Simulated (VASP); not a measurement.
# TaN (Fm-3m) in VASP: further runs

The runs below take TaN through single point, with PBE.

Everything below comes from runs of VASP 6.6.1. Logs are shortened: lines on timing, memory, paths and dates and some standing lists are left out, and cuts for length are marked.

## (1) The crystal as given

The structure is cubic, space group Fm-3m (No. 225). Conventional cell: a = 4.423 Å, b = 4.423 Å, c = 4.423 Å, α = 90.00°, β = 90.00°, γ = 90.00°. Ta (site symmetry m-3m) is surrounded by 6 N at 2.21 Å. N (site symmetry m-3m) has 6 Ta at 2.21 Å as nearest neighbours.

The cell comes from a database or a generator and needn't be the stable form of this composition.

## (2) Single point, PBE

The input, INCAR:

```
SYSTEM = TaN
  PREC = Accurate
  ENCUT = 460
  EDIFF = 1E-7
  ISMEAR = 0
  SIGMA = 0.05
  LREAL = .FALSE.
  LASPH = .TRUE.
  NELM = 100
  ALGO = Normal
  ISIF = 2
  LWAVE = .FALSE.
  LCHARG = .FALSE.
  GGA = PE
  ADDGRID = .FALSE.
```

The input, KPOINTS:

```
Automatic mesh
0
G
  11 11 11
  0 0 0
```

The input, POSCAR:

```
TaN
1.0
    0.0000000000      2.2113230000      2.2113230000
    2.2113230000      0.0000000000      2.2113230000
    2.2113230000      2.2113230000      0.0000000000
Ta N
1 1
Direct
    0.5000000000      0.5000000000      0.5000000000
    0.0000000000      0.0000000000      0.0000000000
```

Potentials or basis: VASP PAW PBE potentials, release 64 (Ta_pv, N).

Started as:

```sh
cat potpaw_PBE.64/Ta_pv/POTCAR potpaw_PBE.64/N/POTCAR > POTCAR
mpirun -np 1 vasp_std > vasp.out
```

OUTCAR:

```text
SYSTEM = TaN
   PREC = Accurate
   ENCUT = 460
   EDIFF = 1E-7
   ISMEAR = 0
   LREAL = .FALSE.
   LASPH = .TRUE.
   NELM = 100
   ISIF = 2
   GGA = PE

 Found     56 irreducible k-points:

 Following reciprocal coordinates:
            Coordinates               Weight
  0.000000  0.000000  0.000000      1.000000
  0.090909  0.000000  0.000000      8.000000
  0.181818  0.000000  0.000000      8.000000
  0.272727  0.000000  0.000000      8.000000
  0.363636  0.000000  0.000000      8.000000
  0.454545  0.000000  0.000000      8.000000
   k-points           NKPTS =     56   k-points in BZ     NKDIM =     56   number of bands    NBANDS=     12
   number of dos      NEDOS =    301   number of ions     NIONS =      2
   total plane-waves  NPLWV =  13824
   dimension x,y,z NGX =    24 NGY =   24 NGZ =   24
   dimension x,y,z NGXF=    48 NGYF=   48 NGZF=   48
   ions per type =               1   1
   NGX,Y,Z   is equivalent  to a cutoff of  12.76, 12.76, 12.76 a.u.
   NGXF,Y,Z  is equivalent  to a cutoff of  25.52, 25.52, 25.52 a.u.
 SYSTEM =  TaN
   PREC   = accura    normal or accurate (medium, high low for compatibility)
   ISTART =      0    job   : 0-new  1-cont  2-samecut
   ICHARG =      2    charge: 1-file 2-atom 10-const
   ISPIN  =      1    spin polarized calculation?
   LNONCOLLINEAR =      F non collinear calculations
   LSORBIT =      F    spin-orbit coupling
   LASPH  =      T    aspherical Exc in radial PAW
   ENCUT  =  460.0 eV  33.81 Ry    5.81 a.u.   5.47  5.47  5.47*2*pi/ulx,y,z
   NELM   =    100;   NELMIN=  2; NELMDL= -5     # of ELM steps
   EDIFF  = 0.1E-06   stopping-criterion for ELM
   LREAL  =      F    real-space projection
   EDIFFG = 0.1E-05   stopping-criterion for IOM
   NSW    =      0    number of steps for IOM
   IBRION =     -1    ionic relax: 0-MD 1-quasi-New 2-CG
   NFREE  =      0    steps in history (QN), initial steepest desc. (CG)
   ISIF   =      2    stress and relaxation
   ISYM   =      2    0-nonsym 1-usesym 2-fastsym
   POTIM  = 0.5000    time-step for ionic-motion
   TEBEG  =    0.0;   TEEND  =   0.0 temperature during run
   PSTRESS=    0.0 pullay stress
   NELECT =      16.0000    total number of electrons
   NUPDOWN=      -1.0000    fix difference up-down
   EMIN   =  10.00;   EMAX   =-10.00  energy-range for DOS
   EFERMI =   0.00;   METHOD = LEGACY
   ISMEAR =     0;   SIGMA  =   0.05  broadening in eV -4-tet -1-fermi 0-gaus
   EFERMI_NEDOS =   21; number of points for ismear=-14 and -15
   IALGO  =     38    algorithm
   IMIX   =      4    mixing-type and parameters
     AMIX     =   0.40;   BMIX     =  1.00
     AMIX_MAG =   1.60;   BMIX_MAG =  1.00
  volume/ion in A,a.u.               =      10.81        72.97
  Fermi-wavevector in a.u.,A,eV,Ry     =   1.480651  2.798024 29.828417  2.192327
  Thomas-Fermi vector in A             =   2.594659
   LORBIT       =      0    0 simple, 1 ext, 2 COOP (PROOUT), +10 PAW based schemes
   GGA     = PE    functional components
   LHFCALC =     F    Hartree Fock is set to
   AEXX    =    0.0000 exact exchange contribution
   IVDW    =     0    specifies the selected vdW correction
   LEPSILON=     F    determine dielectric tensor
   LRPA    =     F    only Hartree local field effects (RPA)
 non-spin polarized calculation
 Gauss-broadening in eV      SIGMA  =   0.05
  energy-cutoff  :      460.00
  volume of cell :       21.63
 maximum number of plane-waves:       531
 NGX is ok and might be reduce to    24
   NGX = 11   NGY = 11   NGZ = 11

 number of electron      16.0000003 magnetization

 Free energy of the ion-electron system (eV)
  ---------------------------------------------------
  ext. energy  EPLUGINS =         0.00000000
  ---------------------------------------------------
  free energy    TOTEN  =       -21.82407674 eV

  energy without entropy =      -21.82388657  energy(sigma->0) =      -21.82398166

 E-fermi :   9.4129     XC(G=0): -13.3445

 val. band max:        9.3063523245   @ k =  -0.3636   0.2727   0.0909
 cond. band min:       9.4143960561   @ k =   0.0000   0.0000   0.0000
 fundamental gap:      0.1080437316
 Fermi energy:         9.4128547685

 k-point     1 :       0.0000    0.0000    0.0000
  band No.  band energies     occupation
      1     -26.4567      2.00000
      2     -26.4567      2.00000
      3     -26.4567      2.00000
      4      -9.3680      2.00000
      5       5.5778      2.00000
      6       5.5778      2.00000
      7       5.5778      2.00000
      8       7.2954      2.00000
      9       7.2954      2.00000
     10       7.2954      2.00000
     11       9.4144      0.96523
     12       9.4144      0.96520

 k-point     2 :       0.0909    0.0000    0.0000
  band No.  band energies     occupation
      1     -26.5247      2.00000
      2     -26.4630      2.00000
      3     -26.4630      2.00000
      4      -9.1755      2.00000
      5       4.6367      2.00000
      6       4.9526      2.00000
      7       4.9526      2.00000
      8       7.5930      2.00000
      9       7.5930      2.00000
     10       7.6639      2.00000
     11      10.1736      0.00000
     12      10.1736      0.00000

 k-point     3 :       0.1818    0.0000    0.0000
  band No.  band energies     occupation
      1     -26.7028      2.00000
      2     -26.4798      2.00000
      3     -26.4798      2.00000
      4      -8.6416      2.00000
      5       3.0039      2.00000
      6       3.8875      2.00000
      7       3.8875      2.00000
      8       8.1345      2.00000
      9       8.2704      2.00000
     10       8.2704      2.00000
     11      11.8000      0.00000
     12      11.8000      0.00000

 k-point     4 :       0.2727    0.0000    0.0000
  band No.  band energies     occupation
      1     -26.9271      2.00000
      2     -26.5017      2.00000
      3     -26.5017      2.00000
      4      -7.8850      2.00000
      5       1.3920      2.00000
      6       2.9492      2.00000
      7       2.9492      2.00000
      8       8.7849      2.00000
      9       9.2333      2.00000
     10       9.2333      2.00000
     11      13.6395      0.00000
     12      13.6395      0.00000

 k-point     5 :       0.3636    0.0000    0.0000
  band No.  band energies     occupation
      1     -27.1252      2.00000
      2     -26.5217      2.00000
      3     -26.5217      2.00000
      4      -7.0892      2.00000
      5       0.0516      2.00000
      6       2.2842      2.00000
      7       2.2842      2.00000
      8       9.7814      0.00000
      9      10.3048      0.00000
     10      10.3048      0.00000
     11      14.2116      0.00000
     12      15.3433      0.00000

 k-point     6 :       0.4545    0.0000    0.0000
  band No.  band energies     occupation
      1     -27.2395      2.00000
      2     -26.5335      2.00000
      3     -26.5335      2.00000
      4      -6.5294      2.00000
      5      -0.7668      2.00000
      6       1.9427      2.00000
      7       1.9427      2.00000
      8      10.9889      0.00000
      9      11.0880      0.00000
     10      11.0880      0.00000
     11      13.4090      0.00000
     12      16.5259      0.00000

 [... further k-points ...]

------------------------ aborting loop because EDIFF is reached ----------------------------------------

  FORCE on cell =-STRESS in cart. coord.  units (eV):
  Direction    XX          YY          ZZ          XY          YZ          ZX
  --------------------------------------------------------------------------------------
  -------------------------------------------------------------------------------------
  Total       -0.1352904     -0.1352904     -0.1352904      0.0000000      0.0000000      0.0000000
  in kB      -10.0228472    -10.0228472    -10.0228472      0.0000000      0.0000000      0.0000000
  external PRESSURE =     -10.0228472 kB  Pullay stress =       0.0000000 kB

 VOLUME and BASIS-vectors are now :
 -----------------------------------------------------------------------------
  energy-cutoff  :      460.00
  volume of cell :       21.63
      direct lattice vectors                 reciprocal lattice vectors
     0.000000000  2.211323000  2.211323000    -0.226108985  0.226108985  0.226108985
     2.211323000  0.000000000  2.211323000     0.226108985 -0.226108985  0.226108985
     2.211323000  2.211323000  0.000000000     0.226108985  0.226108985 -0.226108985

 POSITION                                       TOTAL-FORCE (eV/Angst)
 -----------------------------------------------------------------------------------
      2.21132      2.21132      2.21132         0.000000      0.000000      0.000000
      0.00000      0.00000      0.00000        -0.000000     -0.000000     -0.000000
 -----------------------------------------------------------------------------------
    total drift:                                0.000000     -0.000000     -0.000000

  FREE ENERGIE OF THE ION-ELECTRON SYSTEM (eV)
  ---------------------------------------------------
  free  energy   TOTEN  =       -21.8240767441 eV

  energy  without entropy=      -21.8238865749  energy(sigma->0) =      -21.82398166
```

OSZICAR:

```text
N       E                     dE             d eps       ncg     rms          rms(c)
DAV:   1     0.833152215130E+02    0.83315E+02   -0.85312E+03  1344   0.128E+03
DAV:   2    -0.213659778822E+02   -0.10468E+03   -0.98707E+02  1564   0.315E+02
DAV:   3    -0.248114086820E+02   -0.34454E+01   -0.33959E+01  1660   0.523E+01
DAV:   4    -0.248550050661E+02   -0.43596E-01   -0.43513E-01  1500   0.537E+00
DAV:   5    -0.248556133793E+02   -0.60831E-03   -0.60826E-03  1696   0.505E-01    0.234E+01
DAV:   6    -0.219474000002E+02    0.29082E+01   -0.12398E+01  1564   0.322E+01    0.990E+00
DAV:   7    -0.218568475591E+02    0.90552E-01   -0.44701E-01  1444   0.631E+00    0.658E+00
DAV:   8    -0.218290053053E+02    0.27842E-01   -0.13895E-01  1616   0.360E+00    0.106E+00
DAV:   9    -0.218241930116E+02    0.48123E-02   -0.21253E-02  1552   0.117E+00    0.262E-01
DAV:  10    -0.218241406349E+02    0.52377E-04   -0.16697E-03  1532   0.431E-01    0.101E-01
DAV:  11    -0.218240560066E+02    0.84628E-04   -0.22023E-04  1560   0.130E-01    0.216E-02
DAV:  12    -0.218240613744E+02   -0.53678E-05   -0.14841E-05  1520   0.334E-02    0.637E-03
DAV:  13    -0.218240764325E+02   -0.15058E-04   -0.92534E-05  1372   0.581E-03    0.238E-03
DAV:  14    -0.218240768320E+02   -0.39950E-06   -0.39528E-06   752   0.999E-04    0.311E-03
DAV:  15    -0.218240767441E+02    0.87977E-07   -0.12304E-07   736   0.237E-03
   1 F= -.21824077E+02 E0= -.21823982E+02  d E =-.190169E-03
```

stdout:

```text
POSCAR found type information on POSCAR TaN
 POSCAR found :  2 types and       2 ions
 scaLAPACK will be used
 LDA part: xc-table for (Slater+PW92), standard interpolation
 POSCAR, INCAR and KPOINTS ok, starting setup
 FFT: planning ... GRIDC
[... 16 lines left out ...]
|     the parameter NBANDS in file INCAR to ensure that the highest band      |
|     is unoccupied at all k-points. It is always recommended to include      |
|     a few unoccupied bands to accelerate the convergence of                 |
|     molecular-dynamics runs (even for insulators or semiconductors),        |
|     since the presence of unoccupied bands improves wavefunction            |
|     prediction and helps to suppress 'band-crossings'.                      |
|                                                                             |
 -----------------------------------------------------------------------------
```

It took 7.7 s on 1 thread of Intel Xeon Platinum 8488C (Sapphire Rapids), shared host; peak memory 0.14 GiB.

These settings aren't checked as converged: the numbers below hold their error.

Results:

| Property | Result |
| --- | --- |
| Free energy | -21.8241 eV |
| Pressure | -1.0 GPa |
| Band gap on the k mesh | none (metal or under the smearing width) |

Caveat: the cutoff is under 1.25 times the usual one of these potentials, so pressure, stress and relaxed cells hold a basis-set (Pulay) error.

(Part 1 of 2 ends here.)
